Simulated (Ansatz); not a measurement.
# Slab of zincblende BN (110), 2 layers

The slab is cut from the zincblende crystal, which needn't be the stable phase, as relaxed on PAW files (5.95 Å³/atom), with 16 Å of vacuum and a dipole correction:

```xyz
4
Lattice="2.5631 0.0000 0.0000 0.0000 3.6247 0.0000 0.0000 0.0000 17.2815" Properties=species:S:1:pos:R:3 pbc="T T T"
B     0.0000    3.1716    8.0000
N     1.2815    2.2654    8.0000
B     1.2815    1.3593    9.2815
N     0.0000    0.4531    9.2815
```

All numbers are PBE results (scalar-relativistic) from Ansatz 0.2.0, with a Γ-centred 12×8×1 k mesh, Fermi–Dirac smearing of 0.02 eV, no spin polarisation. Methods: LAPW: all electrons, basis error target 1 meV/atom; PAW: frozen-core files, cutoff 420 eV.

The bulk energy comes from a cell in the slab's orientation on a 12×8×12 mesh. The surface energy is (E(slab) − N·E(bulk))/2A at zero smearing, the mean of both faces; thin slabs carry quantum-size effects.

Problem. As cut, the LAPW slab lies 4.659 eV above 4 atoms of bulk. What surface energy is that?

Solution. Over two faces of 9.29 Å² it is 250.8 meV/Å², and times 16.02 J/m² per eV/Å² that gives γ = 4.018 J/m².

| method | γ as cut (J/m²) | γ relaxed (J/m²) |
| --- | --- | --- |
| LAPW | 4.018 | 1.241 |
| PAW | 4.016 | 1.238 |

Problem. How do the spacings between the planes relax?

Solution. From the bottom face up: d12 -41.8 % of 1.282 Å. The outer plane rumples by 0.312 Å.

Problem. Where do the band edges lie?

Solution. On the k mesh: gap 4.42 eV, valence top 6.70 eV below the vacuum level.

Problem. What changes if the vacuum is set to 9 Å?

Solution. LAPW then gives: gap 4.42 eV, valence top 6.71 eV below the vacuum level; PAW: gap 4.42 eV, valence top 6.70 eV below the vacuum level. The program warns that the vacuum is too thin.

Problem. What changes if the images along the normal are cut off in place of the dipole correction?

Solution. LAPW then gives: gap 4.42 eV, valence top 6.70 eV below the vacuum level; PAW: gap 4.42 eV, valence top 6.70 eV below the vacuum level.
